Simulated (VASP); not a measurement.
# Li: intraband terms of a metal's spectrum

Li, R-3m (no. 166), 3 atoms in the cell. PBE, independent-particle dielectric function; PAW potentials Li_sv (PBE set).

## Input

INCAR.step1:
```
SYSTEM = Li
  PREC = Accurate
  ENCUT = 580
  ISMEAR = 1
  SIGMA = 0.1
  EDIFF = 1E-7
  LASPH = .True.
  KPAR = 4
  LWAVE = .False.
  LCHARG = .True.
  LMAXMIX = 4
```

INCAR.step2:
```
SYSTEM = Li
  PREC = Accurate
  ENCUT = 580
  ISMEAR = 0
  SIGMA = 0.3
  EDIFF = 1E-6
  LASPH = .True.
  KPAR = 4
  LWAVE = .True.
  LCHARG = .False.
  LMAXMIX = 4
  ICHARG = 11
  NBANDS = 26
  NEDOS = 3000
  OMEGAMAX = 30
  CSHIFT = 0.1
```

INCAR.step3, as INCAR.step2 but for:
```
- LWAVE = .True.
+ LWAVE = .False.
+ LOPTICS = .True.
+ ALGO = None
+ NELM = 1
+ ISTART = 1
```

INCAR.step4, as INCAR.step3 but for:
```
+ WPLASMAI = 0.03
```

INCAR.step5 to INCAR.step6 change the same tag again: WPLASMAI = 0.1, 0.3.

INCAR.step7, as INCAR.step6 but for:
```
- WPLASMAI = 0.3
+ RTIME = 20
```

INCAR.step8, as INCAR.step7 but for:
```
- RTIME = 20
+ RTIME = 5
```

INCAR.step9, as INCAR.step8 but for:
```
- RTIME = 5
+ LNABLA = .True.
```

INCAR.step10, as INCAR.step9 but for:
```
- ISMEAR = 0
- LNABLA = .True.
+ ISMEAR = -5
```

KPOINTS.step1:
```
k-points
0
Gamma
  10 10 10
```

KPOINTS.step2:
```
k-points
0
Gamma
  8 8 8
```

POSCAR:
```
Li
1.0
    1.5505000000      0.8951815924      7.5883000000
   -1.5505000000      0.8951815924      7.5883000000
    0.0000000000     -1.7903631848      7.5883000000
Li
3
Direct
    0.7780000000      0.7780000000      0.7780000000
    0.2220000000      0.2220000000      0.2220000000
    0.0000000000      0.0000000000      0.0000000000
```

Commands (each step's output is kept before the next begins):
```
cat potpaw_PBE.64/Li_sv/POTCAR > POTCAR
cp INCAR.step1 INCAR
cp KPOINTS.step1 KPOINTS
mpirun -np 4 vasp_std > vasp.out
cp INCAR.step2 INCAR
cp KPOINTS.step2 KPOINTS
mpirun -np 4 vasp_std > vasp.out
cp INCAR.step3 INCAR
mpirun -np 4 vasp_std > vasp.out
cp INCAR.step4 INCAR
mpirun -np 4 vasp_std > vasp.out
cp INCAR.step5 INCAR
mpirun -np 4 vasp_std > vasp.out
cp INCAR.step6 INCAR
mpirun -np 4 vasp_std > vasp.out
cp INCAR.step7 INCAR
mpirun -np 4 vasp_std > vasp.out
cp INCAR.step8 INCAR
mpirun -np 4 vasp_std > vasp.out
cp INCAR.step9 INCAR
mpirun -np 4 vasp_std > vasp.out
cp INCAR.step10 INCAR
mpirun -np 4 vasp_std > vasp.out
```

## Result

- Bands: 26

One ground state, settings moved in the last step alone:

| Settings | Plasma frequency (eV) | Im ε at 0.5 eV | Im ε at 1 eV | Im ε at 2 eV | Im ε at 4 eV | Time (s) |
|---|---|---|---|---|---|---|
| interband part alone | 6.50 | 4.7 | 4.1 | 1.2 | 0.9 | 17 |
| Drude term, WPLASMAI 0.03 | 6.50 | 14.8 | 5.3 | 1.4 | 0.9 | 17 |
| Drude term, WPLASMAI 0.1 | 6.50 | 37.1 | 8.2 | 1.7 | 0.9 | 19 |
| Drude term, WPLASMAI 0.3 | 6.50 | 79.2 | 15.7 | 2.8 | 1.1 | 18 |
| relaxation time RTIME 20 fs | 6.50 | 15.7 | 5.4 | 1.4 | 0.9 | 17 |
| relaxation time RTIME 5 fs | 6.50 | 46.2 | 9.5 | 1.9 | 1.0 | 18 |
| transversal form (LNABLA) | 6.37 | 4.5 | 3.9 | 1.2 | 0.8 | 20 |
| tetrahedron method | – | – | – | – | – | no result |

VASP 6.6.1 took 421 s on 4 cores (AMD EPYC 7R43 (Zen 3)), a shared host.
